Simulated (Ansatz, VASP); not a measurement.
HfO2 in VASP and in Ansatz

The input INCAR:

```
PREC     = Accurate       # precision mode
ENCUT    = 520            # plane-wave cutoff, eV
EDIFF    = 1E-6           # SCF threshold, eV
ISMEAR   = 0              # smearing method
SIGMA    = 0.05           # smearing width, eV
LREAL    = F              # projectors in reciprocal space
LASPH    = T              # aspherical terms in the spheres
NELM     = 100            # most SCF steps
ALGO     = Normal         # electronic algorithm
ISIF     = 2              # what is computed and relaxed
LWAVE    = F              # write WAVECAR
LCHARG   = F              # write CHGCAR
GGA      = PS             # functional
NBANDS   = 18             # bands
```

Contents of KPOINTS:

```
Automatic mesh
0
Gamma
  8 8 8
```

POSCAR

```
HfO2
1.0
    0.0661540486      2.4864241178      2.4864241178
    2.4864241178      0.0661540486      2.4864241178
    2.4864241178      2.4864241178      0.0661540486
Hf O
1 2
Direct
    0.0000000000      0.0000000000      0.0000000000
    0.2500000000      0.2500000000      0.2500000000
    0.7500000000      0.7500000000      0.7500000000
```

Input for Ansatz:

```yaml
crystal:
  lattice:
    - [0.0661540486, 2.4864241178, 2.4864241178]
    - [2.4864241178, 0.0661540486, 2.4864241178]
    - [2.4864241178, 2.4864241178, 0.0661540486]
  atoms:
    - { symbol: Hf, position: [0.0, 0.0, 0.0] }
    - { symbol: O, position: [0.25, 0.25, 0.25] }
    - { symbol: O, position: [0.75, 0.75, 0.75] }
basis:
  ecutwfc: 520.0
kpoints:
  mp_grid: { grid: [8, 8, 8] }
hamiltonian:
  xc: pbesol
  pseudopotentials: { kind: paw, azcp: { folder: soft_1 } }
scf:
  occupations: { method: gaussian, width: 0.05 }
output:
  forces: true
  stress: true
  eigenvalues: true
```

Alike in both runs: task single point; functional PBEsol; k mesh 8 × 8 × 8; occupations gaussian, width 0.05 eV; no spin polarisation.

```csv
,VASP,Ansatz
version,VASP 6.6.1,Ansatz 0.2.0
potentials or method,"VASP PAW PBE potentials, release 64 (Hf_pv, O)","scalar-relativistic, plane waves, PAW"
plane-wave cutoff (eV),520,520
valence electrons in the cell,22,38
```

Ansatz gave:

- gap on the k mesh at the Fermi level (eV): 3.89
- least direct gap on the mesh (eV): 3.89
- pressure (GPa): 27.0
- largest component of the traceless stress (GPa): 3.77
- rms of the force components (eV/Å): 0.255

**Question.** Which values does VASP return?

**Answer.** gap on the k mesh at the Fermi level (eV): 3.94; least direct gap on the mesh (eV): 3.94; pressure (GPa): 22.5; largest component of the traceless stress (GPa): 3.68; rms of the force components (eV/Å): 0.242.

Atom by atom the forces differ by 0.013 eV/Å (rms over components). The two sets of potentials don't hold the same shells in valence. Ansatz warned: «pseudo_functional_mismatch».

Caveats: so large a pressure means that the cell lies far from this level's equilibrium, or that cutoff or potentials fall short (VASP); the potentials were made for another functional, which shifts forces and pressure (VASP); spin-orbit coupling is left out, which moves the levels of the heavy elements. A k mesh can miss the band edges.
